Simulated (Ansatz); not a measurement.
Consider the ligand exchange at a B–O bond: `CC(=O)OBF` + H–F → `FBF` + `CC(=O)O`.

Program: Ansatz. Geometries: PBE0-D4/def2-TZVP. ΔE: electronic, gas phase. CBS: MP2 limit from def2 TZ/QZ plus the TZ coupled-cluster correction, frozen cores. This one scheme is used for every species. Functionals use def2-TZVPP. One conformer a species, not always the lowest.

```
             level  ΔE (kcal/mol)  difference from CCSD(T)/CBS
            PBE-D4          -12.4                         -1.9
         r2SCAN-D4          -12.8                         -2.3
        r2SCANh-D4          -12.6                         -2.1
               PBE          -13.2                         -2.7
              BLYP          -13.9                         -3.4
           LC-ωPBE          -12.8                         -2.3
RPA@PBE/def2-TZVPP          -11.3                         -0.8
      MP2/def2-SVP          -13.8                         -3.3
     CCSD/def2-SVP          -13.7                         -3.2
  CCSD(T)/def2-SVP          -13.6                         -3.1
       CCSD(T)/CBS          -10.5                            0
```

Largest T1 diagnostic among the species: 0.015.

The D4 term adds +1.3 kcal/mol with B3LYP and +0.7 kcal/mol with PBE0; it sums over pairs of atoms, weighted by their polarisabilities, and B3LYP, whose exchange is more repulsive, gets the larger term. From BLYP to BHLYP (50 % exact exchange), in def2-TZVPP and without D4, ΔE moves by +1.0 kcal/mol. Leaving LDA and LC-ωPBE aside and taking each functional with its dispersion term where it has one, the values, not all of them listed here, spread over 1.5 kcal/mol, from B97M-V to revPBE-D4. LDA lies +0.9 kcal/mol from PBE without D4.

B3LYP here is the variant with VWN-RPA as its local correlation; programs differ in this.

CCSD(T)/CBS has its own doubt, a few kJ/mol and more with outer-core shells, so smaller differences from it don't rank the levels.
